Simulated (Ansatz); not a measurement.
Born–Oppenheimer molecular dynamics of a periodic cell of 16 atoms, C (start crystal C, start structure diamond, volume 1.05 times the crystal's). It goes on from the last frame of an earlier run, with new velocities.

These are results of DFT PBE, scalar-relativistic, plane waves, PAW (Ansatz 0.2.0), not measurements. Settings: accuracy low, cutoff 420 eV, k mesh 3x3x3, fermi-dirac smearing 0.3 eV, no spin polarisation.

```
ensemble                      : NVE (velocity Verlet)
time step                     : 1 fs
steps asked                   : 130
starting velocities drawn for : 2100 K
seed                          : 528334
```

First frame:

```xyz
16
Lattice="0.0000 3.6285 3.6285 3.6285 0.0000 3.6285 3.6285 3.6285 0.0000" Properties=species:S:1:pos:R:3
C -0.184 -0.002 0.135
C 0.957 0.899 1.101
C 1.757 1.807 0.012
C 2.808 2.771 0.876
C 1.819 -0.140 1.858
C 2.665 0.787 2.622
C 3.648 1.849 1.725
C 4.492 2.813 2.694
C 0.047 1.747 1.859
C 0.901 2.745 2.734
C 1.924 3.809 1.756
C 2.677 4.495 2.758
C 1.735 1.769 3.450
C 2.790 2.645 4.542
C 3.592 3.698 3.682
C 4.657 4.594 4.482
```

Q: What does the run give?

A: The run went to its last step.

```yaml
steps_done: 130
time_covered: 130 fs
mean_temperature_over_the_second_half: 2410 K
spread_of_the_potential_energy_over_the_second_half: 54.8 meV per atom
mean_potential_energy_of_the_second_half_above_the_start: -38.2 meV per atom
```

The conserved energy stayed within 1.9 meV per atom of its start (net change -0.9 meV per atom), so the integration is sound. A run of 0.13 ps of so small a system gives no equilibrium averages. Limits of this set-up: low accuracy level.

Q: What happens to the structure?

A: Mean squared displacements from the first frame to the last, about the centre of mass: C 0.01 Å². This is one draw of velocities; another would differ in detail.

Q: How do temperature and energy run in time?

A: 
| time (fs) | T (K) | potential energy less start (eV) | conserved less start (meV/atom) |
| --- | --- | --- | --- |
| 0.0 | 2100 | 0.000 | 0.00 |
| 10.0 | 2346 | -0.480 | -0.14 |
| 20.0 | 2057 | 0.077 | -0.37 |
| 30.0 | 2933 | -1.641 | -1.65 |
| 40.0 | 2558 | -0.902 | -0.88 |
| 50.0 | 1863 | 0.459 | -0.04 |
| 60.0 | 3128 | -2.016 | -1.46 |
| 70.0 | 2288 | -0.378 | -0.79 |
| 80.0 | 2187 | -0.179 | -0.63 |
| 90.0 | 2789 | -1.353 | -1.02 |
| 100.0 | 2189 | -0.176 | -0.22 |
| 110.0 | 2248 | -0.294 | -0.41 |
| 120.0 | 2362 | -0.512 | -0.31 |
| 130.0 | 2490 | -0.770 | -0.90 |

Time of the run: 10 min on 1 thread of Arm Neoverse V2 (shared host), peak memory 0.4 GiB.
